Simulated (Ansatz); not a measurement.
## Every step of a relaxation of Si$_{2}$Ni (MoSi2 type)

DFT, PBE, PAW with Ansatz's default frozen-core files, scalar-relativistic (Ansatz 0.2.0); a Γ-centred 14×14×14 k mesh, Fermi–Dirac smearing of 0.05 eV, no spin polarisation. The run relaxes shape and atoms at held volume.

Command: `ansatz run input.yaml --threads 1 --pin off --max-ram 3072MiB --backend cpu --events-out ev --progress --plain --runs-dir out` It took 23 s on 1 thread of Intel(R) Xeon(R) 6975P-C (Granite Rapids), on a shared host, peak memory 0.48 GiB.

```yaml
crystal:
  lattice:
    - [-1.5374655521, 1.5374655521, 3.2648514952]
    - [1.5374655521, -1.5374655521, 3.2648514952]
    - [1.5374655521, 1.5374655521, -3.2648514952]
  atoms:
    - { symbol: Ni, position: [0.0, 0.0, 0.0] }
    - { symbol: Si, position: [0.3321208056, 0.3321208056, 0.0] }
    - { symbol: Si, position: [-0.3321208056, -0.3321208056, 0.0] }
kpoints:
  mp_grid: { grid: [14, 14, 14] }
scf:
  occupations: { method: fermi_dirac, width: 0.05 }
hamiltonian:
  xc: pbe
  pseudopotentials: { kind: paw }
output:
  forces: true
  stress: true
  write_density: true
  write_potential: true
  elf: true
  volumetric_format: npy
relax:
  f_tol: 0.005
  max_steps: 30
  cell: { stress_tol: 0.11, fix: [volume] }
```

Each step lists its free energy a cell above the last geometry, the pressure, the cell vectors (Å), and Cartesian positions (Å) with forces (eV/Å).

The first step:

```
step 1  dF = 36.30 meV  P = 52.1 GPa
  cell -1.5375 1.5375 3.2649  1.5375 -1.5375 3.2649  1.5375 1.5375 -3.2649
  Ni 0.0000 0.0000 0.0000   0.0000 0.0000 0.0000
  Si 0.0000 0.0000 2.1686   0.0000 0.0000 0.0535
  Si 0.0000 0.0000 -2.1686   0.0000 0.0000 -0.0535
```

Spin polarisation is left out, though a magnetic state may lie lower.

Task: Where does the relaxation end, and by which steps?

Result: After 5 geometries, with conventional a, b, c = 3.030, 3.030, 6.723 Å, at 10.290 Å³/atom and 49.7 GPa in space group I4/mmm, with a shortest distance of 2.237 Å. The further steps:
```
step 2  dF = 16.05 meV  P = 51.1 GPa
  cell -1.5307 1.5307 3.2938  1.5307 -1.5307 3.2938  1.5307 1.5307 -3.2938
  Ni 0.0000 0.0000 0.0000   0.0000 0.0000 0.0000
  Si 0.0000 0.0000 2.1884   0.0000 0.0000 0.0517
  Si 0.0000 0.0000 -2.1884   0.0000 0.0000 -0.0517
step 3  dF = 1.35 meV  P = 50.1 GPa
  cell -1.5201 1.5201 3.3400  1.5201 -1.5201 3.3400  1.5201 1.5201 -3.3400
  Ni 0.0000 0.0000 0.0000   0.0000 0.0000 0.0000
  Si 0.0000 0.0000 2.2215   0.0000 0.0000 0.0064
  Si 0.0000 0.0000 -2.2215   0.0000 0.0000 -0.0064
step 4  dF = 0.11 meV  P = 49.8 GPa
  cell -1.5166 1.5166 3.3551  1.5166 -1.5166 3.3551  1.5166 1.5166 -3.3551
  Ni 0.0000 0.0000 0.0000   0.0000 0.0000 0.0000
  Si 0.0000 0.0000 2.2321   0.0000 0.0000 0.0066
  Si 0.0000 0.0000 -2.2321   0.0000 0.0000 -0.0066
step 5  dF = 0.00 meV  P = 49.7 GPa
  cell -1.5152 1.5152 3.3617  1.5152 -1.5152 3.3617  1.5152 1.5152 -3.3617
  Ni 0.0000 0.0000 0.0000   0.0000 0.0000 0.0000
  Si 0.0000 0.0000 2.2369   0.0000 0.0000 -0.0011
  Si 0.0000 0.0000 -2.2369   0.0000 0.0000 0.0011
step 6  dF = -0.22 meV  P = 49.7 GPa  (same geometry on a basis chosen anew; earlier energies don't compare to the last digit)
  cell -1.5152 1.5152 3.3617  1.5152 -1.5152 3.3617  1.5152 1.5152 -3.3617
  Ni 0.0000 0.0000 0.0000   0.0000 0.0000 0.0000
  Si 0.0000 0.0000 2.2369   0.0000 0.0000 -0.0013
  Si 0.0000 0.0000 -2.2369   0.0000 0.0000 0.0013
```
